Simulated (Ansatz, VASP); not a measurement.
# KBr in VASP and in Ansatz

The input INCAR:

```
SYSTEM = KBr
  PREC = Accurate
  ENCUT = 520
  EDIFF = 1E-6
  ISMEAR = -1
  SIGMA = 0.02
  LREAL = .FALSE.
  LASPH = .TRUE.
  NELM = 100
  ALGO = Fast
  ISIF = 2
  LWAVE = .FALSE.
  LCHARG = .TRUE.
  GGA = PE
  LELF = .TRUE.
  LVHAR = .TRUE.
  NBANDS = 15
```

File KPOINTS:

```
Automatic mesh
0
G
  6 6 6
  0 0 0
```

Contents of POSCAR:

```
KBr
1.0
    0.0563583628      3.3586061829      3.3586061829
    3.3586061829      0.0563583628      3.3586061829
    3.3586061829      3.3586061829      0.0563583628
K Br
1 1
Direct
    0.0000000000      0.0000000000      0.0000000000
    0.5000000000      0.5000000000      0.5000000000
```

Input for Ansatz:

```yaml
crystal:
  lattice:
    - [0.0563583628, 3.3586061829, 3.3586061829]
    - [3.3586061829, 0.0563583628, 3.3586061829]
    - [3.3586061829, 3.3586061829, 0.0563583628]
  atoms:
    - { symbol: K, position: [0.0, 0.0, 0.0] }
    - { symbol: Br, position: [0.5, 0.5, 0.5] }
kpoints:
  mp_grid: { grid: [6, 6, 6] }
  band_path:
    path:
      - [0.0, 0.0, 0.0]
      - [0.5, 0.0, 0.5]
      - [0.625, 0.25, 0.625]
      - [0.375, 0.375, 0.75]
      - [0.5, 0.5, 0.5]
      - [0.5, 0.25, 0.75]
    npoints: 1
hamiltonian:
  xc: pbe
scf:
  occupations: { method: fermi_dirac, width: 0.02 }
  n_extra_bands: 4
output:
  forces: true
  stress: true
  eigenvalues: true
```

Change from the starting cell: shear_111 strain +2.6%.

Alike in both runs: task single point; functional PBE; k mesh 6 × 6 × 6; occupations fermi-dirac, width 0.02 eV; no spin polarisation.

|  | VASP | Ansatz |
| --- | --- | --- |
| version | VASP 6.6.1 | Ansatz 0.2.0 |
| potentials or method | VASP PAW PBE potentials, release 64 (K_sv, Br) | plane waves, PAW |
| plane-wave cutoff (eV) | 520 | 420 |
| valence electrons in the cell | 16 | 16 |

```csv
,VASP,Ansatz,Ansatz less VASP
gap on the k mesh at the Fermi level (eV),4.34,4.34,+0.002
pressure (GPa),0.3,0.3,-0.03
largest component of the traceless stress (GPa),0.09,0.09,+0.001
```
